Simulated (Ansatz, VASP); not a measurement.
# TePb: VASP beside Ansatz, part 2 of 2

One calculation is typed for both programs; each brings its own data sets and cutoff. How far apart do they land?

VASP 6.6.1 and Ansatz 0.2.0.

So far. Step 2 (VASP: single point, r2SCAN): The run ends at a pressure of 1.56 GPa. Step 3 (Ansatz: single point, r2SCAN): The run ends at a pressure of 1.56 GPa.

## 6. VASP: band structure, r2SCAN, spin-orbit coupling

Level of this step: r2SCAN, spin-orbit coupling; plane waves and PAW (Te, Pb_d) (VASP).

The same cell, functional, mesh and smearing now go to VASP, with its own data sets and cutoff.

Input file INCAR:

```
SYSTEM = TePb
PREC = Accurate
ENCUT = 400
EDIFF = 1E-06
NELM = 100
ISMEAR = -1
SIGMA = 0.05
LREAL = .FALSE.
ALGO = Normal
METAGGA = R2SCAN
LASPH = .TRUE.
LNONCOLLINEAR = .TRUE.
MAGMOM = 0 0 0 0 0 0
NBANDS = 32
GGA_COMPAT = .FALSE.
LSORBIT = .TRUE.
LORBIT = 11
LWAVE = .FALSE.
LCHARG = .FALSE.
KPAR = 2
```

Input file POSCAR:

```
TePb
1.0
    0.0000000000      3.2310000000      3.2310000000
    3.2310000000      0.0000000000      3.2310000000
    3.2310000000      3.2310000000      0.0000000000
Te Pb
1 1
Direct
    0.5000000000      0.5000000000      0.5000000000
    0.0000000000      0.0000000000      0.0000000000
```

Input file KPOINTS:

```
Automatic mesh
0
Gamma
6 6 6
0 0 0
```

Input file KPOINTS_OPT:

```
Line mode
16
Line-mode
Reciprocal
  0.00000000   0.00000000   0.00000000 GAMMA
  0.50000000   0.00000000   0.50000000 X

  0.50000000   0.00000000   0.50000000 X
  0.50000000   0.25000000   0.75000000 W

  0.50000000   0.25000000   0.75000000 W
  0.37500000   0.37500000   0.75000000 K

  0.37500000   0.37500000   0.75000000 K
  0.00000000   0.00000000   0.00000000 GAMMA

  0.00000000   0.00000000   0.00000000 GAMMA
  0.50000000   0.50000000   0.50000000 L

  0.50000000   0.50000000   0.50000000 L
  0.62500000   0.25000000   0.62500000 U

  0.62500000   0.25000000   0.62500000 U
  0.50000000   0.25000000   0.75000000 W

  0.50000000   0.25000000   0.75000000 W
  0.50000000   0.50000000   0.50000000 L

  0.50000000   0.50000000   0.50000000 L
  0.37500000   0.37500000   0.75000000 K

  0.62500000   0.25000000   0.62500000 U
  0.50000000   0.00000000   0.50000000 X
```

The projector-augmented-wave data sets are Te and Pb_d (PBE family, release 64).

Run with:

```console
> mpirun -np 2 vasp_ncl
```

Numbers of over 12 decimals in the logs are rounded to 6 here.

What it wrote:

```text
[banner, memory and clock lines left out]
running    2 mpi-ranks, on    1 nodes
[...]
[... a notice as in an earlier step ...]

 LDA part: xc-table for (None), standard interpolation
 POSCAR, INCAR and KPOINTS ok, starting setup
[...]
entering main loop
       N       E                     dE             d eps       ncg     rms          rms(c)
DAV:   1     0.106335708102E+03    0.10634E+03   -0.76994E+03  1024   0.105E+03
DAV:   2    -0.704885062575E+02   -0.17682E+03   -0.16982E+03  1112   0.325E+02
DAV:   3    -0.868931196253E+02   -0.16405E+02   -0.16145E+02  1352   0.119E+02
DAV:   4    -0.875259259773E+02   -0.63281E+00   -0.63232E+00  1216   0.264E+01
[...]
DAV:  12    -0.831889600967E+02   -0.12089E-04   -0.20191E-05  1312   0.464E-02    0.281E-02
DAV:  13    -0.831889680147E+02   -0.79180E-05   -0.25452E-05  1176   0.536E-02    0.140E-02
DAV:  14    -0.831889683427E+02   -0.32792E-06   -0.18852E-06  1088   0.176E-02
   1 F= -.83188968E+02 E0= -.83188335E+02  d E =-.126625E-02  mag=    -0.0000     0.0000     0.0000
 Start KPOINTS_OPT (optional k-point list driver)
k-point batch [1-16\160]
       N       E                     dE             ncg
DAV:   1     0.137415818698E+04   -0.23797E+04     1032
DAV:   2    -0.154035527392E+04   -0.29145E+04     1096
DAV:   3    -0.180642746100E+04   -0.26607E+03     1336
DAV:   4    -0.181591928145E+04   -0.94918E+01     1224
DAV:   5    -0.181642993648E+04   -0.51066E+00     1552
DAV:   6    -0.181643431324E+04   -0.43768E-02     1312
DAV:   7    -0.181643449643E+04   -0.18319E-03     1576
DAV:   8    -0.181643449849E+04   -0.20611E-05     1216
DAV:   9    -0.181643449858E+04   -0.81631E-07      824
[...]
k-point batch [145-160\160]
       N       E                     dE             ncg
DAV:   1     0.117471450257E+04   -0.77226E+04     1024
DAV:   2    -0.166296764938E+04   -0.28377E+04     1048
DAV:   3    -0.190968961065E+04   -0.24672E+03     1400
DAV:   4    -0.191841139999E+04   -0.87218E+01     1336
DAV:   5    -0.191872213046E+04   -0.31073E+00     1544
DAV:   6    -0.191872640450E+04   -0.42740E-02     1384
DAV:   7    -0.191872651639E+04   -0.11189E-03     1552
DAV:   8    -0.191872651821E+04   -0.18196E-05     1160
DAV:   9    -0.191872651830E+04   -0.87413E-07      880
```

OUTCAR, selected parts (step 6):

```text
  Total        0.5983659      0.5983659      0.5983659      0.0000000     -0.0000000      0.0000000
  in kB       14.2113901     14.2113901     14.2113901      0.0000000     -0.0000000      0.0000000
  external PRESSURE =      14.2113901 kB  Pullay stress =       0.0000000 kB

 POSITION                                       TOTAL-FORCE (eV/Angst)
 -----------------------------------------------------------------------------------
      3.23100      3.23100      3.23100         0.000000      0.000000      0.000000
      0.00000      0.00000      0.00000        -0.000000     -0.000000     -0.000000
 -----------------------------------------------------------------------------------
    total drift:                               -0.000000      0.000000      0.000000

  FREE ENERGIE OF THE ION-ELECTRON SYSTEM (eV)
  ---------------------------------------------------
  free  energy   TOTEN  =       -83.1889683427 eV

  energy  without entropy=      -83.1877020943  energy(sigma->0) =      -83.18833522

 magnetization (x)
# of ion       s       p       d       tot
------------------------------------------
    1       -0.000   0.000   0.000  -0.000
    2       -0.000   0.000   0.000   0.000
--------------------------------------------------
tot         -0.000   0.000   0.000  -0.000

 magnetization (y)
# of ion       s       p       d       tot
------------------------------------------
    1        0.000   0.000   0.000   0.000
    2        0.000  -0.000  -0.000   0.000
--------------------------------------------------
tot          0.000  -0.000  -0.000   0.000

 magnetization (z)
# of ion       s       p       d       tot
------------------------------------------
    1       -0.000   0.000   0.000  -0.000
    2        0.000   0.000  -0.000   0.000
--------------------------------------------------
tot         -0.000   0.000  -0.000  -0.000

[... 1 part as in an earlier step ...]

[... 2 further parts left out ...]
[key lines of the parts left out:]
E-fermi :   5.6858
```

VASP adds spin-orbit coupling inside the spheres on scalar-relativistic partial waves, which describe the 6p1/2 states imperfectly, so such gaps can be off by a tenth of an eV or more.

## 7. Side by side

What differs besides the data sets and the points named for the pairs above, as far as they apply: spin-orbit coupling enters by fully relativistic files in Ansatz and inside the spheres in VASP; the data sets hold 30 valence electrons in Ansatz (fully relativistic PAW (standard-fr) files) and 20 in VASP. Total energies have different zeros and are not compared.

Both answers:

| quantity | Ansatz | VASP | difference |
| --- | --- | --- | --- |
| pressure (GPa) | 1.28 | 1.42 | -0.14 |
| gap over the path points (eV) | 0.066 | 0.217 | -0.151 |

Levels at points of the path, from each program's valence-band top (eV; 8 filled, then empty):

| k (reciprocal lattice) | Ansatz | VASP |
| --- | --- | --- |
| 0.000 0.000 0.000 | -5.65 -5.65 -2.39 -2.39 -1.28 -1.28 -1.28 -1.28 2.71 2.71 4.90 4.90 4.90 4.90 | -5.67 -5.67 -2.31 -2.31 -1.26 -1.26 -1.26 -1.26 2.90 2.90 4.90 4.90 4.90 4.90 |
| 0.167 0.000 0.167 | -6.51 -6.51 -2.53 -2.53 -1.72 -1.72 -0.51 -0.51 1.55 1.55 3.89 3.89 4.92 4.92 | -6.54 -6.54 -2.46 -2.46 -1.70 -1.70 -0.48 -0.48 1.65 1.65 3.96 3.96 4.92 4.92 |
| 0.333 0.000 0.333 | -7.37 -7.37 -3.20 -3.20 -3.14 -3.14 -2.45 -2.45 3.88 3.88 3.90 3.90 4.87 4.87 | -7.40 -7.40 -3.13 -3.13 -3.12 -3.12 -2.44 -2.44 3.88 3.88 4.06 4.06 4.89 4.89 |
| 0.500 0.000 0.500 | -7.48 -7.48 -4.84 -4.84 -3.48 -3.48 -2.77 -2.77 3.53 3.53 4.71 4.71 6.40 6.40 | -7.53 -7.53 -4.81 -4.81 -3.42 -3.42 -2.76 -2.76 3.53 3.53 4.88 4.88 6.41 6.41 |
| 0.500 0.083 0.583 | -7.69 -7.69 -4.76 -4.76 -3.44 -3.44 -2.49 -2.49 3.80 3.80 4.22 4.22 6.07 6.07 | -7.74 -7.74 -4.73 -4.73 -3.38 -3.38 -2.48 -2.48 3.81 3.81 4.34 4.34 6.10 6.10 |
| 0.500 0.183 0.683 | -8.12 -8.12 -4.44 -4.44 -3.79 -3.79 -1.20 -1.20 2.38 2.38 4.76 4.76 6.00 6.00 | -8.16 -8.16 -4.41 -4.41 -3.76 -3.76 -1.18 -1.18 2.45 2.45 4.76 4.76 6.08 6.08 |
| 0.500 0.250 0.750 | -8.23 -8.23 -4.17 -4.17 -4.10 -4.10 -0.55 -0.55 1.60 1.60 5.44 5.44 5.49 5.49 | -8.28 -8.28 -4.12 -4.12 -4.08 -4.08 -0.53 -0.53 1.67 1.67 5.46 5.46 5.53 5.53 |
| 0.450 0.300 0.750 | -8.22 -8.22 -4.34 -4.34 -3.70 -3.70 -1.01 -1.01 2.08 2.08 4.92 4.92 5.84 5.84 | -8.27 -8.27 -4.31 -4.31 -3.67 -3.67 -0.98 -0.98 2.15 2.15 4.94 4.94 5.90 5.90 |
| 0.408 0.342 0.750 | -8.22 -8.22 -4.44 -4.44 -3.14 -3.14 -1.72 -1.72 2.82 2.82 4.47 4.47 5.59 5.59 | -8.26 -8.26 -4.40 -4.40 -3.10 -3.10 -1.70 -1.70 2.91 2.91 4.50 4.50 5.62 5.62 |
| 0.350 0.350 0.700 | -8.37 -8.37 -4.30 -4.30 -2.57 -2.57 -1.84 -1.84 2.74 2.74 3.85 3.85 5.73 5.73 | -8.41 -8.41 -4.26 -4.26 -2.52 -2.52 -1.83 -1.83 2.85 2.85 3.85 3.85 5.78 5.78 |

Among the levels compared at these points, filled levels agree within 83 meV and empty ones within 192 meV.

## 8. VASP: single point, r2SCAN, spin-orbit coupling

A single point gives forces, pressure and levels at one fixed geometry, so differences don't come from the geometry; what else differs is listed under the comparison.

INCAR: that of step 6 with these lines changed.

```diff
@@ -5,3 +5,3 @@
 NELM = 100
-ISMEAR = -1
+ISMEAR = -5
 SIGMA = 0.05
@@ -20 +20,2 @@
 KPAR = 2
+NEDOS = 2001
```

POSCAR is that of step 6.

KPOINTS is that of step 6.

Run with:

```console
> mpirun -np 2 vasp_ncl
```

What it wrote:

```text
[... set-up lines as in an earlier step ...]
 entering main loop
       N       E                     dE             d eps       ncg     rms          rms(c)
DAV:   1     0.106346507741E+03    0.10635E+03   -0.76994E+03  1024   0.105E+03
DAV:   2    -0.704862407942E+02   -0.17683E+03   -0.16988E+03  1112   0.325E+02
DAV:   3    -0.868921423446E+02   -0.16406E+02   -0.16151E+02  1352   0.119E+02
DAV:   4    -0.875250159418E+02   -0.63287E+00   -0.63243E+00  1216   0.264E+01
[...]
DAV:  12    -0.831885548266E+02   -0.10327E-04   -0.19626E-05  1320   0.477E-02    0.274E-02
DAV:  13    -0.831885631084E+02   -0.82818E-05   -0.23939E-05  1168   0.509E-02    0.140E-02
DAV:  14    -0.831885634136E+02   -0.30517E-06   -0.16929E-06  1064   0.169E-02
   1 F= -.83188563E+02 E0= -.83188563E+02  d E =0.000000E+00  mag=    -0.0000     0.0000     0.0000
```

OUTCAR, selected parts (step 8):

```text
  Total        0.6080478      0.6080478      0.6080478      0.0000000      0.0000000     -0.0000000
  in kB       14.4413377     14.4413377     14.4413377      0.0000000      0.0000000     -0.0000000
  external PRESSURE =      14.4413377 kB  Pullay stress =       0.0000000 kB

 POSITION                                       TOTAL-FORCE (eV/Angst)
 -----------------------------------------------------------------------------------
      3.23100      3.23100      3.23100        -0.000000      0.000000     -0.000000
      0.00000      0.00000      0.00000         0.000000     -0.000000      0.000000
 -----------------------------------------------------------------------------------
    total drift:                               -0.000000      0.000000      0.000000

  FREE ENERGIE OF THE ION-ELECTRON SYSTEM (eV)
  ---------------------------------------------------
  free  energy   TOTEN  =       -83.1885634136 eV

  energy  without entropy=      -83.1885634136  energy(sigma->0) =      -83.18856341

 magnetization (x)
# of ion       s       p       d       tot
------------------------------------------
    1       -0.000   0.000   0.000  -0.000
    2        0.000  -0.000  -0.000   0.000
--------------------------------------------------
tot          0.000   0.000  -0.000   0.000

 magnetization (y)
# of ion       s       p       d       tot
------------------------------------------
    1        0.000   0.000  -0.000   0.000
    2       -0.000   0.000  -0.000  -0.000
--------------------------------------------------
tot         -0.000   0.000  -0.000  -0.000

 magnetization (z)
# of ion       s       p       d       tot
------------------------------------------
    1       -0.000   0.000   0.000  -0.000
    2        0.000   0.000  -0.000  -0.000
--------------------------------------------------
tot         -0.000   0.000  -0.000  -0.000

[... 2 parts as in an earlier step ...]

[... 1 further part left out ...]
[key lines of the parts left out:]
E-fermi :   5.5863
```

The run ends at a pressure of 1.44 GPa.

## 9. Ansatz: single point, r2SCAN, spin-orbit coupling

The same cell, functional, mesh and smearing now go to Ansatz, which takes its cutoff from its data sets.

Input file input.yaml:

```yaml
crystal:
  lattice:
    - [0.0, 3.231, 3.231]
    - [3.231, 0.0, 3.231]
    - [3.231, 3.231, 0.0]
  atoms:
    - { symbol: Te, position: [0.5, 0.5, 0.5] }
    - { symbol: Pb, position: [0.0, 0.0, 0.0] }
hamiltonian:
  xc: r2scan
  pseudopotentials: { kind: paw_fr }
magnetization:
  noncollinear: true
  spin_orbit: true
kpoints:
  mp_grid: { grid: [6, 6, 6] }
scf:
  occupations: { method: tetrahedron }
output:
  forces: true
  stress: true
```

Run with:

```console
> ansatz run input.yaml --threads 2 --pin off --max-ram 4608MiB --backend cpu --events-out ev --progress --plain --runs-dir out
```

What it wrote:

```text
Warning: output.forces, output.stress, relax.cell or npt_langevin: where a Kohn–Sham band that disperses or a degenerate level is filled in part under the method tetrahedron, the forces or the stress that this run publishes need not agree with its energy (scf.occupations.method in the input reference, under Limitations); prefer a smearing scheme for the forces or the stress
[...]
k-point 1: bands = [... 26 lower, 7.4377, 7.4377, 7.7256, 7.7256, 10.6046, 10.6046, 12.2548, 12.2548, ... 4 higher]
  k-point 2: bands = [... 26 lower, 7.6211, 7.6211, 8.2933, 8.2933, 9.3954, 9.3954, 10.7500, 10.7500, ... 4 higher]
  k-point 15: bands = [... 26 lower, 4.9440, 4.9440, 7.2080, 7.2080, 11.3439, 11.3439, 13.2349, 13.2349, ... 4 higher]
[key lines of the parts left out:]
SCF converged after 7 iterations
Magnetization: |M| = 0.0000 μB,  M = (+0.0000, +0.0000, +0.0000) μB
Free energy (F): -18871.744409 eV
Fermi energy:    8.654156 eV
P = ⅓ Tr σ = 1.3575 GPa (13.575 kbar)
```

The job ended after 17 s (2 threads of Arm Neoverse N1, shared host; peak memory 0.75 GiB).

The run ends at a pressure of 1.36 GPa.

## 10. Differences

Both answers:

| quantity | Ansatz | VASP | difference |
| --- | --- | --- | --- |
| pressure (GPa) | 1.36 | 1.44 | -0.09 |
| gap on the k mesh (eV) | 0.065 | 0.217 | -0.153 |

A gap on the mesh is an upper bound, since the band edges may lie between its points.

## 11. Other set-ups

Further runs change the set-up of one program: Ansatz's method, potentials or start, or VASP's data sets, cutoff or form of LDA. The table gives Ansatz less VASP for each quantity, since a change that brings one quantity closer may part another.

| run | pressure (GPa) | gap on the k mesh (eV) |
| --- | --- | --- |
| as above | -0.087 | -0.15 |
| cores kept as stored | -0.080 | -0.15 |
| Ansatz's larger PAW set (cutoff 700 eV) | -0.072 | -0.15 |
| norm-conserving potentials (cutoff 1230 eV) | -0.10 | -0.15 |

## 12. Results

* difference in gap on the k mesh (single point, r2SCAN): -0.0027 eV
* difference in gap over the path points (band structure, r2SCAN, spin-orbit coupling): -0.15 eV
* difference in gap on the k mesh (single point, r2SCAN, spin-orbit coupling): -0.15 eV

In words: The difference in gap on the k mesh is -0.15 eV (single point, r2SCAN, spin-orbit coupling), beyond the 0.08 eV picked in this series as the mark of a large difference. For single point, r2SCAN, spin-orbit coupling, no further run moves any of the tabulated differences by more than a quarter of its size. 1 further run of this series is not shown here. Such differences can come from data sets, numerical settings and the points named under the comparisons, not from the functional's error against experiment.

[Lines on the potential files, build, host, timing and source positions are cut from VASP's logs without a mark.]

[Logs are printed without paths, hosts, clocks, repeated set-up lines and the standing remarks that a program may print on its own settings, such as how far it seeks lower states.]

[Hosts, paths, dates, database ids (printed as entryN), source tags and the programs' standing remarks are cut or masked in the printed files.]
